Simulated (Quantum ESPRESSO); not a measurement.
The system is Al2O3 (Corundum).

```
Al O
1.0
     2.38025    1.37424    4.33187
    -2.38025    1.37424    4.33187
     0.00000   -2.74848    4.33187
Al O
4 6
Direct
  0.85216 0.85216 0.85216
  0.64784 0.64784 0.64784
  0.14784 0.14784 0.14784
  0.35216 0.35216 0.35216
  0.05668 0.75000 0.44332
  0.75000 0.44332 0.05668
  0.44332 0.05668 0.75000
  0.94332 0.25000 0.55668
  0.25000 0.55668 0.94332
  0.55668 0.94332 0.25000
```

* Program: Quantum ESPRESSO 7.5
* Task: single point
* Functional: PBE
* Potentials or basis: SSSP 1.3 efficiency PBE
* Cutoff: 748 eV
* Density cutoff: 5987 eV
* k mesh: 7 × 7 × 7
* Occupations: fermi-dirac, width 0.05 eV
* Spin: no spin polarisation

On this cell: pressure 7.7 GPa; largest force 0.047 eV/Å; band gap on the k mesh 6.21 eV, direct.

The same run follows on a disturbed copy (atoms moved at random, drawn with an rms of 0.05 Å):

```
CELL_PARAMETERS angstrom
2.38025 1.37424 4.33187
-2.38025 1.37424 4.33187
0.00000 -2.74848 4.33187
ATOMIC_POSITIONS crystal
Al 0.84599 0.85460 0.85394
Al 0.64743 0.64674 0.65242
Al 0.15459 0.15157 0.14030
Al 0.35126 0.35158 0.35801
O 0.06183 0.74433 0.44081
O 0.75639 0.44990 0.05702
O 0.45391 0.05282 0.75526
O 0.92325 0.25700 0.56371
O 0.24167 0.55529 0.95300
O 0.54961 0.95408 0.25041
```

Problem. What does the disturbed cell give?

Solution. The energy moves by +16.9 meV/atom; pressure 8.6 GPa; largest force 1.321 eV/Å; band gap on the k mesh 6.08 eV, direct.

Forces in eV/Å, atoms in the order of the input:
```
Al   0.409  0.129  0.494
Al  -0.307  0.010 -0.170
Al  -0.247 -0.935  0.201
Al   0.229  0.269 -0.171
O   -0.601  0.086  0.481
O   -0.190 -0.513 -0.934
O   -0.546  0.378 -1.142
O    0.974  0.344  0.386
O    0.014  0.761  0.493
O    0.263 -0.531  0.363
```

Stress tensor (GPa, compression positive):
```
 9.97  0.35 -0.86
 0.35  7.52 -0.64
-0.86 -0.64  8.32
```

Caveats: an odd mesh through Γ misses points on the zone boundary, where band edges often lie.
